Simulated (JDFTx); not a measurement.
Crystal: Cl.

```
Cl
1.0
     3.14500   -2.25000    0.00000
     3.14500    2.25000    0.00000
     0.00000    0.00000    8.21000
Cl
4
Direct
  0.37000 0.63000 0.40000
  0.13000 0.87000 0.90000
  0.63000 0.37000 0.60000
  0.87000 0.13000 0.10000
```

Base run:

| Property | Result |
| --- | --- |
| Program | JDFTx 1.7.0 (patched build) |
| Functional | PBEsol |
| Potentials or basis | PseudoDojo-SR-PBEsol-0.4.1-standard |
| Cutoff | 789 eV |
| Density cutoff | 6313 eV |
| k mesh | 7 × 7 × 4 |
| Occupations | fermi-dirac, width 0.05 eV |
| Spin | no spin polarisation |

Its results: band gap on the k mesh 2.41 eV, indirect (least direct gap 2.46 eV); pressure -0.9 GPa; largest force 0.173 eV/Å.

Q: The run is repeated on the same cell with these changes: functional from PBEsol to LDA; potentials or basis from PseudoDojo-SR-PBEsol-0.4.1-standard to PseudoDojo-SR-LDA-0.4.1-standard; cutoff from 789 eV to 762 eV; density cutoff from 6313 eV to 6095 eV. What comes out?

A: Band gap on the k mesh 2.32 eV, indirect (least direct gap 2.37 eV); pressure -2.5 GPa; largest force 0.206 eV/Å.

Caveats: the empty levels aren't tightly converged; an odd mesh through Γ misses points on the zone boundary, where band edges often lie.
